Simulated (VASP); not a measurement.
# Ge: band structure with LAK

**Measured values to compare with.**

From “Electronic and optical properties of SixGe1-x-ySny alloys lattice-matched to Ge”, 2021, arxiv:2109.02782, for a bulk crystal of Ge at 293 K: band gap 0.666 eV (indirect).

Ge:

```xyz
2
Lattice="0.0000 2.8289 2.8289 2.8289 0.0000 2.8289 2.8289 2.8289 0.0000" Properties=species:S:1:pos:R:3 pbc="T T T"
Ge    4.2434    4.2434    4.2434
Ge    2.8289    2.8289    2.8289
```

```
Program                : VASP 6.6.1
Task                   : band structure
Functional             : LAK
Potentials or basis    : VASP PAW PBE potentials, release 64 (Ge_d)
Cutoff                 : 520 eV
k mesh                 : 8 × 8 × 8
Occupations            : fermi-dirac, width 0.05 eV
Spin                   : no spin polarisation
Further INCAR settings : ALGO = Normal; EDIFF = 1e-06
```

```json
{
  "Pressure": "4.5 GPa",
  "Band gap on the k mesh": "0.81 eV, indirect (least direct gap 0.87 eV)",
  "Band gap along the path": "0.81 eV, indirect (least direct gap 0.87 eV)"
}
```

Levels at the corners of the path, in eV from the valence-band top:
| point | band 11 | band 12 | band 13 | band 14 | band 15 | band 16 | band 17 | band 18 |
| --- | --- | --- | --- | --- | --- | --- | --- | --- |
| Γ | -13.24 | 0.00 | 0.00 | 0.00 | 0.87 | 2.89 | 2.89 | 2.89 |
| X | -9.13 | -9.13 | -3.19 | -3.19 | 1.29 | 1.29 | 10.41 | 10.41 |
| X | -9.13 | -9.13 | -3.19 | -3.19 | 1.29 | 1.29 | 10.41 | 10.41 |
| W | -9.03 | -9.03 | -3.97 | -3.97 | 4.97 | 4.97 | 5.31 | 5.31 |
| W | -9.03 | -9.03 | -3.97 | -3.97 | 4.97 | 4.97 | 5.31 | 5.31 |
| K | -9.63 | -8.50 | -4.40 | -2.73 | 1.71 | 4.69 | 8.03 | 8.05 |
| K | -9.63 | -8.50 | -4.40 | -2.73 | 1.71 | 4.69 | 8.03 | 8.05 |
| Γ | -13.24 | 0.00 | 0.00 | 0.00 | 0.87 | 2.89 | 2.89 | 2.89 |
| Γ | -13.24 | 0.00 | 0.00 | 0.00 | 0.87 | 2.89 | 2.89 | 2.89 |
| L | -11.04 | -7.76 | -1.47 | -1.47 | 0.81 | 4.21 | 4.21 | 8.05 |
| L | -11.04 | -7.76 | -1.47 | -1.47 | 0.81 | 4.21 | 4.21 | 8.05 |
| U | -9.63 | -8.50 | -4.40 | -2.73 | 1.71 | 4.69 | 8.03 | 8.05 |
| U | -9.63 | -8.50 | -4.40 | -2.73 | 1.71 | 4.69 | 8.03 | 8.05 |
| W | -9.03 | -9.03 | -3.97 | -3.97 | 4.97 | 4.97 | 5.31 | 5.31 |
| W | -9.03 | -9.03 | -3.97 | -3.97 | 4.97 | 4.97 | 5.31 | 5.31 |
| L | -11.04 | -7.76 | -1.47 | -1.47 | 0.81 | 4.21 | 4.21 | 8.05 |
| L | -11.04 | -7.76 | -1.47 | -1.47 | 0.81 | 4.21 | 4.21 | 8.05 |
| K | -9.63 | -8.50 | -4.40 | -2.73 | 1.71 | 4.69 | 8.03 | 8.05 |
| U | -9.63 | -8.50 | -4.40 | -2.73 | 1.71 | 4.69 | 8.03 | 8.05 |
| X | -9.13 | -9.13 | -3.19 | -3.19 | 1.29 | 1.29 | 10.41 | 10.41 |

Run time: 5.8 min on 1 thread of Intel(R) Xeon(R) 6975P-C (Granite Rapids), with other jobs on the host, peak memory 0.18 GiB.

Against the measured gap of Ge, 0.666 eV (indirect; 293 K; “Electronic and optical properties of SixGe1-x-ySny alloys lattice-matched to Ge”, 2021, arxiv:2109.02782), the calculated 0.81 eV is off by +0.14 eV. 2 values of this kind are on record (0.666 to 0.744 eV); this one was drawn at random. Spin-orbit coupling on Ge is left out. The value is that of LAK, without temperature or zero-point motion.

Caveat: the PAW data sets were made with another functional, which shifts forces and pressure a little.
